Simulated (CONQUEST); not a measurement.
GaN:

```
Ga N
1.0
     3.18693    0.00000    0.00000
     0.00000    3.18693    0.00000
     0.00000    0.00000    4.50700
Ga N
2 2
Cartesian
  0.0000 0.0000 0.0000
  1.5935 1.5935 2.2535
  0.0000 1.5935 3.3803
  1.5935 0.0000 1.1268
```

The cell is a database's computed one.

```yaml
Program: CONQUEST 1.3
Task: single point
Functional: PBE
Potentials_or_basis: PseudoDojo NC PBE, DZP, grid cutoff 150 Ha
k_mesh: 8 × 8 × 6
Occupations: fermi-dirac, width 0.05 eV
Spin: no spin polarisation
```

On this cell: pressure 8.7 GPa; largest force zero by symmetry; band gap on the k mesh 1.84 eV.

The same run follows on a disturbed copy (atoms moved at random, drawn with an rms of 0.05 Å):

```
Ga N
1.0
     3.18693    0.00000    0.00000
     0.00000    3.18693    0.00000
     0.00000    0.00000    4.50700
Ga N
2 2
Direct
  0.49706 0.50406 0.50237
  0.99706 0.00406 0.00237
  0.00197 0.49715 0.74535
  0.50197 0.99715 0.24535
```

**Question.** What changes?

**Answer.** The energy moves by +5.8 meV/atom; pressure 8.8 GPa; largest force 0.553 eV/Å; band gap on the k mesh 1.76 eV.

Forces on the atoms (eV/Å):
```
Ga   0.242 -0.265 -0.421
Ga   0.242 -0.265 -0.421
N   -0.232  0.242  0.422
N   -0.232  0.242  0.422
```

The forces don't sum to zero, so they hold noise of the program's grid.

Caveats: the basis of atomic orbitals isn't converged, which shifts pressures, moduli and gaps; the box holds several primitive cells, so bands are folded and the points are those of the box's own zone (some runs); the real-space grid breaks the cell's symmetry a little (some runs).

A k mesh can miss the band edges.
